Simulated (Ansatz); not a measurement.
This is a single-point calculation with Ansatz 0.2.0 on a 6-atom cell of Cu2O started from a crystallographic database; the level of theory is PBE0. Cell and atoms come from a relaxation with r2SCAN.

Input (YAML):
```yaml
crystal:
  lattice:
    - [4.2460804562, 0.0, 0.0]
    - [0.0, 4.2460804562, 0.0]
    - [0.0, 0.0, 4.2460804562]
  atoms:
    - { symbol: Cu, position: [0.25, 0.25, 0.25] }
    - { symbol: Cu, position: [0.25, 0.75, 0.75] }
    - { symbol: Cu, position: [0.75, 0.75, 0.25] }
    - { symbol: Cu, position: [0.75, 0.25, 0.75] }
    - { symbol: O, position: [0.0, 0.0, 0.0] }
    - { symbol: O, position: [0.5, 0.5, 0.5] }
kpoints:
  mp_grid: { grid: [4, 4, 4] }
  band_path:
    path: [[0.0, 0.0, 0.0], [0.0, 0.5, 0.0], [0.5, 0.5, 0.0], [0.5, 0.5, 0.5]]
    npoints: 1
hamiltonian:
  xc: pbe0
scf:
  occupations: { method: fixed }
  n_extra_bands: 5
output:
  forces: true
  stress: true
  eigenvalues: true
```

Run as `ansatz run input.yaml --threads 4 --pin off --max-ram 7372MiB --backend cpu --events-out ev --progress --plain --runs-dir out`. Wall time 31 s on 4 threads of Arm Neoverse V2, with other jobs on the host; peak host memory 1.1 GiB.

Question: Predict the output.

Answer: The output, standing remarks left out:
```
Pseudopotential: Cu, paw, valence charge 19, recommended cutoff 420 eV (normal)
Pseudopotential: O, paw, valence charge 6, recommended cutoff 420 eV (normal)
Functional definition: PBE0
  parameter a = 0.25
  parameter kappa = 0.804
  parameter beta = 0.06672455060314922
  exchange = (1 - a)*pbe_x(kappa = kappa, mu = beta*pi^2/3) + a*exact_x
  correlation = pbe_c(beta = beta)
Crystal: 6 atoms, lattice volume = 76.553 Å³
Basis set: ecut = 420 eV, 1503 PW (Γ)
Bands: 49, of which v1, the nominal top of the filled ones, is band 44 counted from 1 (43 counted from 0)
Symmetry: 48 space group operations
Space group: Pn-3m (ITA 224)
k-points: 10 of 64
[warm-up without exact exchange]
SCF iter   1: HF=-27632.943000 eV  Δρ=1.85e-3  dr2=1.33e-3
SCF iter   2: HF=-27632.945605 eV  Δρ=1.56e-3  dr2=1.08e-3
SCF iter   3: HF=-27632.945473 eV  Δρ=6.75e-4  dr2=1.30e-4
SCF iter   4: HF=-27632.945583 eV  Δρ=2.36e-4  dr2=1.08e-5
SCF 1 stopped early in 4 iterations: F = -27632.945635 eV  dr2 = 1.08e-5
[exact exchange on]
SCF iter   1: HF=-27629.797837 eV  Δρ=5.00e-2  dr2=1.32e0
SCF iter   2: HF=-27629.784185 eV  Δρ=4.05e-2  dr2=8.08e-1
SCF iter   3: HF=-27629.526381 eV  Δρ=8.63e-3  dr2=5.75e-2
SCF iter   4: HF=-27629.611067 eV  Δρ=8.69e-3  dr2=4.65e-2
SCF iter   5: HF=-27629.600972 eV  Δρ=7.03e-4  dr2=6.97e-4
SCF iter   6: HF=-27629.603417 eV  Δρ=7.06e-4  dr2=2.83e-4
SCF iter   7: HF=-27629.603353 eV  Δρ=2.07e-4  dr2=5.26e-5
SCF 2 stopped early in 7 iterations: F = -27629.603349 eV  dr2 = 5.26e-5
hybrid outer 1: dexx = +1.036e-1 eV, tail = 5.15e-4 eV
SCF iter   1: HF=-27629.604436 eV  Δρ=3.39e-4  dr2=7.64e-5
SCF iter   2: HF=-27629.604429 eV  Δρ=3.12e-5  dr2=2.97e-6
SCF iter   3: HF=-27629.604441 eV  Δρ=2.92e-5  dr2=4.25e-7
SCF iter   4: HF=-27629.604441 eV  Δρ=1.23e-5  dr2=2.47e-7
SCF iter   5: HF=-27629.604442 eV  Δρ=1.77e-5  dr2=1.53e-7
SCF iter   6: HF=-27629.604442 eV  Δρ=8.40e-7  dr2=1.23e-8
SCF iter   7: HF=-27629.604442 eV  Δρ=1.73e-6  dr2=2.15e-9
SCF 3 converged in 7 iterations: F = -27629.604442 eV  dr2 = 2.15e-9
hybrid outer 2: dexx = +1.849e-5 eV, tail = 3.78e-7 eV, Δε = 7.71e-3 eV
SCF iter   1: HF=-27629.604444 eV  Δρ=7.53e-6  dr2=2.91e-8
SCF iter   2: HF=-27629.604444 eV  Δρ=9.63e-7  dr2=2.33e-9
SCF 4 converged in 2 iterations: F = -27629.604444 eV  dr2 = 2.33e-9
hybrid outer 3: dexx = +8.799e-9 eV, tail = 8.21e-9 eV, Δε = 2.52e-4 eV, ΔF = 1.16e-18 eV/Å
hybrid SCF converged: 3 outer / 16 inner (+4 warm-up)
Free energy (F): -27629.604444 eV
Fermi energy:    9.747057 eV
--- Stress (GPa, compression-positive) ---
        2.992597       0.000000       0.000000
        0.000000       2.992597       0.000000
        0.000000       0.000000       2.992597
  P = ⅓ Tr σ = 2.9926 GPa (29.926 kbar)
```
The trailing digits, and the zero of the energies, depend on the potentials and thresholds.

The file bands.tsv (bands near the Fermi energy, numbered from 0, rounded):
```tsv
# k_distance	band_39	band_40	band_41	band_42	band_43	band_44	band_45	band_46	band_47
# fermi_ev = 9.747057
# [0, 0, 0] at k_distance = 0.000000
# [0, 0.5, 0] at k_distance = 0.739881
# [0.5, 0.5, 0] at k_distance = 1.479761
# [0.5, 0.5, 0.5] at k_distance = 2.219642
# levels_relative_to = fermi_ev
0.000	-2.318	-2.318	0.000	0.000	0.000	2.785	3.133	3.133	10.900
0.740	-2.460	-1.785	-1.785	-0.344	-0.344	4.598	4.598	6.364	6.364
1.480	-2.095	-1.813	-1.813	-0.731	-0.731	4.093	4.093	6.274	6.274
2.220	-2.376	-0.951	-0.797	-0.797	-0.797	4.520	4.520	4.520	7.595
```
In order the rows are Γ, X, M, R.

PBE0 gives a direct gap of 2.79 eV at Γ. The mean pressure is +3.0 GPa (compression positive), so PBE0 would enlarge the cell's volume. The stress of a hybrid is loosely converged here.

Calculated for a static, non-magnetic cell.

The meshes of the hybrids are coarse, so their gaps aren't converged to the digits shown.
